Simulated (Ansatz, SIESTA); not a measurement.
Given: the input of a run of Ansatz 0.2.0 on TiAl3. The cell comes from a database or a generator and needn't be the stable form of this composition.

input.yaml

```yaml
crystal:
  lattice:
    - [3.95567125, 0.0, 0.0]
    - [0.0, 3.95567125, 0.0]
    - [0.0, 0.0, 3.95567125]
  atoms:
    - { symbol: Ti, position: [0.0, 0.0, 0.0] }
    - { symbol: Al, position: [0.0, 0.5, 0.5] }
    - { symbol: Al, position: [0.5, 0.0, 0.5] }
    - { symbol: Al, position: [0.5, 0.5, 0.0] }
hamiltonian:
  xc: pbesol
  pseudopotentials: { kind: paw }
kpoints:
  mp_grid: { grid: [7, 7, 7] }
scf:
  occupations: { method: fermi_dirac, width: 0.05 }
output:
  forces: true
  stress: true
  eigenvalues: true
  write_density: true
  write_potential: true
  elf: true
  volumetric_format: npy
```

Potentials or basis: Ansatz PAW.

Run with:

```bash
$ ansatz run input.yaml --threads 1 --pin off --max-ram 3584MiB --backend cpu --events-out ev --progress --plain --runs-dir out
```

Q: What does the same run look like in SIESTA 5.4.2? Potentials or basis there: files PseudoDojo sr-pbesol-0.4.1-standard, DZP (energy shift 0.003 Ry; two zetas on semicore shells).

A: As run (cutoffs and basis follow the program's own potentials, and thresholds, step limits or extra output files can differ):

TiAl3.fdf

```
SystemName                      TiAl3
SystemLabel                     TiAl3
NumberOfSpecies                 2
NumberOfAtoms                   4
%block ChemicalSpeciesLabel
  1  22 Ti
  2  13 Al
%endblock ChemicalSpeciesLabel

LatticeConstant                 1.0 Ang
%block LatticeVectors
     3.9556712500     0.0000000000     0.0000000000
     0.0000000000     3.9556712500     0.0000000000
     0.0000000000     0.0000000000     3.9556712500
%endblock LatticeVectors
AtomicCoordinatesFormat         Fractional
%block AtomicCoordinatesAndAtomicSpecies
     0.0000000000     0.0000000000     0.0000000000  1  Ti
     0.0000000000     0.5000000000     0.5000000000  2  Al
     0.5000000000     0.0000000000     0.5000000000  2  Al
     0.5000000000     0.5000000000     0.0000000000  2  Al
%endblock AtomicCoordinatesAndAtomicSpecies

%block kgrid.MonkhorstPack
    7   0   0  0.0
    0   7   0  0.0
    0   0   7  0.0
%endblock kgrid.MonkhorstPack
XC.Functional                   GGA
XC.Authors                      PBEsol
PAO.BasisSize                   DZP
PAO.EnergyShift                 0.003 Ry
Mesh.Cutoff                     800 Ry
OccupationFunction              FD
ElectronicTemperature           0.05 eV
MaxSCFIterations                120
SCF.MustConverge                false
SCF.Mixer.Method                Pulay
SCF.Mixer.Weight                0.25
SCF.Mixer.History               8
SCF.DM.Tolerance                5.0e-05
SCF.H.Tolerance                 1.0e-03 eV
WriteForces                     true
Charge.Mulliken                 end
%block PAO.Basis
  Ti 5
  n=3 0 2
    3.151 0.000
  n=4 0 2
    8.703 0.000
  n=3 1 2
    3.568 0.000
  n=4 1 1
    8.703
  n=3 2 2
    6.267 0.000
%endblock PAO.Basis
```

Potentials or basis: PseudoDojo 0.4 standard (PBEsol files), converted to PSML, two zetas on semicore shells, DZP (energy shift 0.003 Ry; two zetas on semicore shells).

Command:

```bash
$ siesta TiAl3.fdf > TiAl3.out 2>&1
```

Both were run:

|  | Ansatz | SIESTA |
| --- | --- | --- |
| Pressure | -0.6 GPa | -0.1 GPa |

Ansatz's pressure holds a Pulay term of +0.05 GPa for its cutoff of 420 eV, which the other run lacks.

Ansatz's potentials were made for PBE.

Where Ansatz's input types no cutoff or centring, it takes its own default and a Γ-centred mesh.

Pressure is positive in compression.
